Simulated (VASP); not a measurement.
# PbSe (Clausthalite) (Fm-3m) in VASP: settings compared, part 3 of 3

VASP 6.6.1. Earlier steps stand in the parts before.

### Step 4. Single point, RPBE

This run uses another cell than the first one, of 31.19 Å³/atom, 1.099 times its volume.

Input file INCAR:

```
PREC     = Accurate       # precision mode
ENCUT    = 520            # plane-wave cutoff, eV
EDIFF    = 1E-7           # SCF threshold, eV
ISMEAR   = 0              # smearing method
SIGMA    = 0.01           # smearing width, eV
LREAL    = F              # projectors in reciprocal space
LASPH    = T              # aspherical terms in the spheres
NELM     = 100            # most SCF steps
ALGO     = Normal         # electronic algorithm
ISIF     = 2              # what is computed and relaxed
LWAVE    = F              # write WAVECAR
LCHARG   = T              # write CHGCAR
GGA      = RP             # functional
LELF     = T              # ELF
LVHAR    = T            
NBANDS   = 17             # bands
```

Input file KPOINTS:

```
Automatic mesh
0
Gamma
  6 6 6
```

Input file POSCAR:

```
PbSe
1.0
    0.0000000000      3.1476663514      3.1476663514
    3.1476663514      0.0000000000      3.1476663514
    3.1476663514      3.1476663514      0.0000000000
Pb Se
1 1
Direct
    0.0000000000      0.0000000000      0.0000000000
    0.5000000000      0.5000000000      0.5000000000
```

Potentials or basis: VASP PAW PBE potentials, release 64 (Pb_d, Se).

Launch:

```console
$ cat potpaw_PBE.64/Pb_d/POTCAR potpaw_PBE.64/Se/POTCAR > POTCAR
$ mpirun -np 1 vasp_std > vasp.out
```

OUTCAR:

```text
PREC = Accurate
   ENCUT = 520
   EDIFF = 1E-7
   ISMEAR = 0
   LREAL = F
   LASPH = T
   NELM = 100
   ISIF = 2
   GGA = RP

 ion  position               nearest neighbor table
   1  0.000  0.000  0.000-   2 3.15   2 3.15   2 3.15   2 3.15   2 3.15   2 3.15
   2  0.500  0.500  0.500-   1 3.15   1 3.15   1 3.15   1 3.15   1 3.15   1 3.15

  LATTYP: Found a face centered cubic cell.
 ALAT       =     6.2953327028

  Lattice vectors:
[... 495 lines left out ...]
     16      15.5257      0.00000
     17      16.7462      0.00000

------------------------ aborting loop because EDIFF is reached ----------------------------------------

  FORCE on cell =-STRESS in cart. coord.  units (eV):
  Direction    XX          YY          ZZ          XY          YZ          ZX
  --------------------------------------------------------------------------------------
  -------------------------------------------------------------------------------------
  Total       -0.0110770     -0.0110770     -0.0110770     -0.0000000      0.0000000      0.0000000
  in kB       -0.2845358     -0.2845358     -0.2845358     -0.0000000      0.0000000      0.0000000
  external PRESSURE =      -0.2845358 kB  Pullay stress =       0.0000000 kB

 VOLUME and BASIS-vectors are now :
 -----------------------------------------------------------------------------
  energy-cutoff  :      520.00
  volume of cell :       62.37
      direct lattice vectors                 reciprocal lattice vectors
     0.000000000  3.147666351  3.147666351    -0.158847840  0.158847840  0.158847840
     3.147666351  0.000000000  3.147666351     0.158847840 -0.158847840  0.158847840
     3.147666351  3.147666351  0.000000000     0.158847840  0.158847840 -0.158847840

 POSITION                                       TOTAL-FORCE (eV/Angst)
 -----------------------------------------------------------------------------------
      0.00000      0.00000      0.00000         0.000000     -0.000000     -0.000000
      3.14767      3.14767      3.14767        -0.000000      0.000000      0.000000
 -----------------------------------------------------------------------------------
    total drift:                                0.000000      0.000000      0.000000

  FREE ENERGIE OF THE ION-ELECTRON SYSTEM (eV)
  ---------------------------------------------------
  free  energy   TOTEN  =        -7.5276188023 eV

  energy  without entropy=       -7.5276188023  energy(sigma->0) =       -7.52761880
```

OSZICAR:

```text
N       E                     dE             d eps       ncg     rms          rms(c)
DAV:   1     0.157198820497E+03    0.15720E+03   -0.94311E+03   544   0.118E+03
DAV:   2     0.473447016993E+01   -0.15246E+03   -0.14615E+03   554   0.298E+02
DAV:   3    -0.757910833144E+01   -0.12314E+02   -0.12242E+02   707   0.930E+01
DAV:   4    -0.785819414532E+01   -0.27909E+00   -0.27894E+00   702   0.156E+01
DAV:   5    -0.786831357991E+01   -0.10119E-01   -0.10119E-01   805   0.286E+00    0.283E+00
DAV:   6    -0.752015288565E+01    0.34816E+00   -0.89432E-01   802   0.575E+00    0.156E+00
DAV:   7    -0.751986720815E+01    0.28568E-03   -0.14439E-01   627   0.175E+00    0.904E-01
DAV:   8    -0.752796339207E+01   -0.80962E-02   -0.20850E-02   631   0.146E+00    0.223E-01
DAV:   9    -0.752733037364E+01    0.63302E-03   -0.38041E-03   784   0.554E-01    0.726E-02
DAV:  10    -0.752757901901E+01   -0.24865E-03   -0.51056E-04   584   0.120E-01    0.272E-02
DAV:  11    -0.752761664301E+01   -0.37624E-04   -0.14361E-04   678   0.110E-01    0.128E-02
DAV:  12    -0.752761778640E+01   -0.11434E-05   -0.75765E-06   704   0.156E-02    0.319E-03
DAV:  13    -0.752761852086E+01   -0.73446E-06   -0.12350E-06   584   0.767E-03    0.107E-03
DAV:  14    -0.752761876576E+01   -0.24490E-06   -0.67465E-07   604   0.369E-03    0.690E-04
DAV:  15    -0.752761880231E+01   -0.36554E-07   -0.11128E-08   553   0.724E-04
   1 F= -.75276188E+01 E0= -.75276188E+01  d E =-.214214E-28
```

Run time: 15 s. Hardware: 1 thread of Intel Xeon 6975P-C, shared host; peak memory 0.2 GiB.

What came out:

```yaml
Free_energy: -7.5276 eV
Pressure: 0.0 GPa
Band_gap_on_the_k_mesh: 0.63 eV, direct
```

Levels at points of the mesh, in eV from the valence-band top:
```csv
k point,band 8,band 9,band 10,band 11,band 12,band 13
"(0.00, 0.00, 0.00)",-1.47,-1.47,-1.47,4.62,4.62,4.62
"(0.50, 0.00, 0.00)",-1.12,-1.12,0.00,0.63,1.96,1.96
"(0.50, 0.50, 0.00)",-4.23,-2.67,-2.67,4.19,5.39,5.39
```

Caveat: the PAW data sets were made with another functional, which shifts forces and pressure a little; spin-orbit coupling is left out, which moves the levels of the heavy elements.

### Step 5. Relaxation of cell and atoms, PBEsol

This run uses another cell than the first one, of 28.67 Å³/atom, 1.010 times its volume.

Input file INCAR:

```
ALGO = Normal
EDIFF = 1E-6
EDIFFG = -0.01
ENCUT = 600
GGA = PS
IBRION = 2
ISIF = 3
ISMEAR = 0
LASPH = T
LCHARG = F
LREAL = F
LWAVE = F
NELM = 60
NSW = 60
PREC = Accurate
SIGMA = 0.01
```

Input file KPOINTS:

```
k-points
0
Gamma
  6 6 6
```

Input file POSCAR:

```
PbSe
1.0
    0.0000000000      3.0606500000      3.0606500000
    3.0606500000      0.0000000000      3.0606500000
    3.0606500000      3.0606500000      0.0000000000
Pb Se
1 1
Direct
    0.0000000000      0.0000000000      0.0000000000
    0.5000000000      0.5000000000      0.5000000000
```

Launch:

```console
$ cat potpaw_PBE.64/Pb_d/POTCAR potpaw_PBE.64/Se/POTCAR > POTCAR
$ mpirun -np 1 vasp_std > vasp.out
```

Run time: 24 s. Hardware: 1 thread of Intel Xeon 6975P-C, shared host; peak memory 0.21 GiB.

Results (log left out):

```yaml
Free_energy: -8.9213 eV
Relaxed_volume: 28.40 Å³/atom
Relaxed_cell: a = 4.315 Å, b = 4.315 Å, c = 4.315 Å, α = 60.00°, β = 60.00°, γ = 60.00°
Space_group_after_relaxing_to_0.05_Å: Fm-3m (No. 225)
Energy_gained_by_relaxing: 0.4 meV/atom
Ionic_steps: 3
Pressure_after_relaxing: 0.0 GPa
Band_gap_on_the_k_mesh: 0.17 eV, direct
```

The path:
| step | energy change (eV) | largest force (eV/Å) | pressure (GPa) | volume (Å³) |
| --- | --- | --- | --- | --- |
| 1 | 0.0000 | 0.0000 | -0.51 | 57.34 |
| 2 | -0.0007 | 0.0000 | 0.20 | 56.59 |
| 3 | -0.0008 | 0.0000 | 0.00 | 56.81 |

Final structure:
```
CELL_PARAMETERS angstrom
0.00000 3.05112 3.05112
3.05112 0.00000 3.05112
3.05112 3.05112 0.00000
ATOMIC_POSITIONS crystal
Pb 0.00000 0.00000 0.00000
Se 0.50000 0.50000 0.50000
```

Levels at points of the mesh, in eV from the valence-band top:
```tsv
k point	band 7	band 8	band 9	band 10	band 11	band 12	band 13	band 14
(0.00, 0.00, 0.00)	-6.32	-1.92	-1.92	-1.92	4.69	4.69	4.69	6.42
(0.50, 0.00, 0.00)	-8.89	-1.50	-1.50	0.00	0.17	1.63	1.63	8.42
(0.50, 0.50, 0.00)	-7.43	-5.11	-3.31	-3.31	3.54	5.61	5.61	6.04
```

Caveat: the PAW data sets were made with another functional, which shifts forces and pressure a little; spin-orbit coupling is left out, which moves the levels of the heavy elements.

### Step 6. Relaxation of cell and atoms, RPBE

This run uses another cell than the first one, of 28.67 Å³/atom, 1.010 times its volume.

Input file INCAR:

```
  PREC = Accurate
  ENCUT = 600
  EDIFF = 1E-6
  ISMEAR = 0
  SIGMA = 0.01
  LREAL = F
  LASPH = T
  NELM = 80
  ALGO = Normal
  ISIF = 3
  LWAVE = F
  LCHARG = F
  GGA = RP
  IBRION = 2
  NSW = 60
  EDIFFG = -0.01
```

Input file KPOINTS:

```
Automatic mesh
0
Gamma
  6 6 6
```

POSCAR is that of step 5.

Potentials or basis: VASP PAW PBE potentials, release 64 (Pb_d, Se).

Launch:

```console
$ cat potpaw_PBE.64/Pb_d/POTCAR potpaw_PBE.64/Se/POTCAR > POTCAR
$ mpirun -np 1 vasp_std > vasp.out
```

It took 33 s on 1 thread of Intel Xeon 6975P-C, shared host; peak memory 0.22 GiB.

The run converged. Its results:

```yaml
Free_energy: -7.5271 eV
Relaxed_volume: 31.17 Å³/atom
Relaxed_cell: a = 4.451 Å, b = 4.451 Å, c = 4.451 Å, α = 60.00°, β = 60.00°, γ = 60.00°
Space_group_after_relaxing_to_0.05_Å: Fm-3m (No. 225)
Energy_gained_by_relaxing: 30.4 meV/atom
Ionic_steps: 3
Pressure_after_relaxing: 0.0 GPa
Band_gap_on_the_k_mesh: 0.63 eV, direct
```

The path:
```csv
step,energy change (eV),largest force (eV/Å),pressure (GPa),volume (Å³)
1,0.0000,0.0000,4.20,57.34
2,-0.0566,0.0000,-0.91,63.81
3,-0.0608,0.0000,0.01,62.33
```

Final structure:
```
CELL_PARAMETERS angstrom
0.00000 3.14700 3.14700
3.14700 0.00000 3.14700
3.14700 3.14700 0.00000
ATOMIC_POSITIONS crystal
Pb 0.00000 0.00000 0.00000
Se 0.50000 0.50000 0.50000
```

Levels at points of the mesh, in eV from the valence-band top:
| k point | band 8 | band 9 | band 10 | band 11 | band 12 | band 13 |
| --- | --- | --- | --- | --- | --- | --- |
| (0.00, 0.00, 0.00) | -1.47 | -1.47 | -1.47 | 4.62 | 4.62 | 4.62 |
| (0.50, 0.00, 0.00) | -1.12 | -1.12 | 0.00 | 0.63 | 1.96 | 1.96 |
| (0.50, 0.50, 0.00) | -4.23 | -2.67 | -2.67 | 4.19 | 5.39 | 5.39 |

Caveat: the PAW data sets were made with another functional, which shifts forces and pressure a little; spin-orbit coupling is left out, which moves the levels of the heavy elements.

### Step 7. Relaxation of cell and atoms, PBE

This run uses another cell than the first one, of 28.67 Å³/atom, 1.010 times its volume.

Input file INCAR:

```
PREC = Accurate
ENCUT = 600
EDIFF = 1E-6
ISMEAR = 0
SIGMA = 0.01
LREAL = False
LASPH = True
NELM = 80
ALGO = Normal
ISIF = 3
LWAVE = False
LCHARG = False
GGA = PE
IBRION = 2
NSW = 60
EDIFFG = -0.01
```

KPOINTS is that of step 6.

POSCAR is that of step 6.

Launch:

```console
$ cat potpaw_PBE.64/Pb_d/POTCAR potpaw_PBE.64/Se/POTCAR > POTCAR
$ mpirun -np 1 vasp_std > vasp.out
```

It took 33 s on 1 thread of Intel Xeon 6975P-C, shared host; peak memory 0.22 GiB.

It converged, with:

```yaml
Free_energy: -8.2008 eV
Relaxed_volume: 30.03 Å³/atom
Relaxed_cell: a = 4.396 Å, b = 4.396 Å, c = 4.396 Å, α = 60.00°, β = 60.00°, γ = 60.00°
Space_group_after_relaxing_to_0.05_Å: Fm-3m (No. 225)
Energy_gained_by_relaxing: 9.8 meV/atom
Ionic_steps: 3
Pressure_after_relaxing: 0.0 GPa
Band_gap_on_the_k_mesh: 0.44 eV, direct
```

The path:
```tsv
step	energy change (eV)	largest force (eV/Å)	pressure (GPa)	volume (Å³)
1	0.0000	0.0000	2.40	57.34
2	-0.0175	0.0000	-0.69	60.98
3	-0.0195	0.0000	0.02	60.05
```

Final structure:
```
CELL_PARAMETERS angstrom
0.00000 3.10812 3.10812
3.10812 0.00000 3.10812
3.10812 3.10812 0.00000
ATOMIC_POSITIONS crystal
Pb 0.00000 0.00000 0.00000
Se 0.50000 0.50000 0.50000
```

Levels at points of the mesh, in eV from the valence-band top:
```tsv
k point	band 7	band 8	band 9	band 10	band 11	band 12	band 13	band 14
(0.00, 0.00, 0.00)	-6.34	-1.64	-1.64	-1.64	4.64	4.64	4.64	6.65
(0.50, 0.00, 0.00)	-8.52	-1.26	-1.26	0.00	0.44	1.83	1.83	8.53
(0.50, 0.50, 0.00)	-7.28	-4.57	-2.92	-2.92	3.92	5.47	5.47	5.88
```

Caveat: spin-orbit coupling is left out, which moves the levels of the heavy elements.

### Step 8. The runs side by side

```tsv
task	level	cell	cutoff (eV)	gap on the mesh (eV)	pressure (GPa)	relaxed volume (Å³/atom)
single point	PBEsol	a = 4.314 Å, angles 60.0°, 2 atoms	520	0.17	0.0	-
single point	PBE	a = 4.395 Å, angles 60.0°, 2 atoms	520	0.44	0.0	-
single point	RPBE	a = 4.451 Å, angles 60.0°, 2 atoms	520	0.63	0.0	-
relaxation of cell and atoms	PBEsol	relaxed from a = 4.328 Å, angles 60.0°, 2 atoms	600	0.17	0.0	28.40
relaxation of cell and atoms	RPBE	relaxed from a = 4.328 Å, angles 60.0°, 2 atoms	600	0.63	0.0	31.17
relaxation of cell and atoms	PBE	relaxed from a = 4.328 Å, angles 60.0°, 2 atoms	600	0.44	0.0	30.03
```

Alike in all rows: potentials or basis VASP PAW PBE potentials, release 64 (Pb_d, Se); no spin polarisation; k mesh 6 × 6 × 6; smearing gaussian 0.01 eV.

Caveats: spin-orbit coupling is left out, which moves the levels of the heavy elements; the PAW data sets were made with another functional, which shifts forces and pressure a little (some runs).

Total energies depend on the potentials used, so only differences within one code and one set of settings carry meaning.

### Step 9. Comparison with measurements

Step 2. A measured gap of PbSe is 0.15 eV (direct; 4.2 K; a printed reference work, monograph); the calculated 0.17 eV misses it by +0.02 eV. 2 values of this kind are on record (0.15 to 0.28 eV); this one was drawn at random. Spin-orbit coupling on Pb, Se is left out. The value is that of PBEsol on a finite k mesh, which can miss the band edges, without temperature or zero-point motion.

Step 3. Against the measured gap of PbSe, 0.15 eV (direct; 4.2 K; a printed reference work, monograph), the calculated 0.44 eV is off by +0.29 eV. 2 values of this kind are on record (0.15 to 0.28 eV); this one was drawn at random. Spin-orbit coupling on Pb, Se is left out. The value is that of PBE on a finite k mesh, which can miss the band edges, without temperature or zero-point motion.

Step 4. Measured gap of PbSe: 0.15 eV (direct; 4.2 K; a printed reference work, monograph). This calculation gives 0.63 eV (+0.48 eV). 2 values of this kind are on record (0.15 to 0.28 eV); this one was drawn at random. Spin-orbit coupling on Pb, Se is left out. The value is that of RPBE on a finite k mesh, which can miss the band edges, without temperature or zero-point motion.
